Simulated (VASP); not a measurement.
Crystal: SnSe2.

```
Sn Se
1.0
     3.81100    0.00000    0.00000
    -1.90550    3.30042    0.00000
     0.00000    0.00000    6.13600
Sn Se
1 2
Direct
  0.00000 0.00000 0.00000
  0.66667 0.33333 0.75100
  0.33333 0.66667 0.24900
```

* Program: VASP 6.6.1
* Task: relaxation of cell and atoms
* Functional: PBEsol
* Potentials or basis: VASP PAW PBE potentials, release 64 (Sn_d, Se)
* Cutoff: 600 eV
* k mesh: 8 × 8 × 4
* Occupations: gaussian, width 0.02 eV
* Spin: no spin polarisation

At the start: pressure 2.6 GPa; volume 25.73 Å³/atom.

Question: Where does the relaxation end?

Answer: Over 16 steps the energy falls by 12.9 meV/atom and the volume is 25.83 Å³/atom (+0.4 %); space group P-3m1 (No. 164, to 0.05 Å).

The path:
```
step  energy change (eV)  largest force (eV/Å)  pressure (GPa)  volume (Å³)
   1              0.0000                0.6237            2.62        77.18
   2             -0.0139                0.2735           -2.40        81.97
   3             -0.0338                0.0937           -0.39        79.84
   4             -0.0338                0.1040           -0.30        79.78
   5             -0.0368                0.0588           -0.15        79.36
   6             -0.0375                0.0292           -0.03        79.08
   7             -0.0375                0.0267           -0.02        79.06
   8             -0.0375                0.0251           -0.02        79.04
   9             -0.0376                0.0228           -0.05        79.00
  10             -0.0379                0.0114           -0.09        78.86
  11             -0.0384                0.0091           -0.17        78.58
  12             -0.0385                0.0488           -0.28        78.01
  13             -0.0386                0.0367           -0.22        78.18
  14             -0.0387                0.0316           -0.21        78.11
  15             -0.0388                0.0187           -0.09        77.91
  16             -0.0388                0.0068            0.04        77.50
```

Final structure:
```
Sn Se
1.0
     3.81902    0.00000    0.00000
    -1.90951    3.30737    0.00000
     0.00000    0.00000    6.13545
Sn Se
1 2
Cartesian
  0.0000 0.0000 0.0000
  1.9095 1.1025 4.5482
  0.0000 2.2049 1.5872
```

Caveat: the PAW data sets were made with another functional, which shifts forces and pressure a little; this functional lacks dispersion, which binds the layers, so the pressure and a relaxed spacing across them are unreliable.
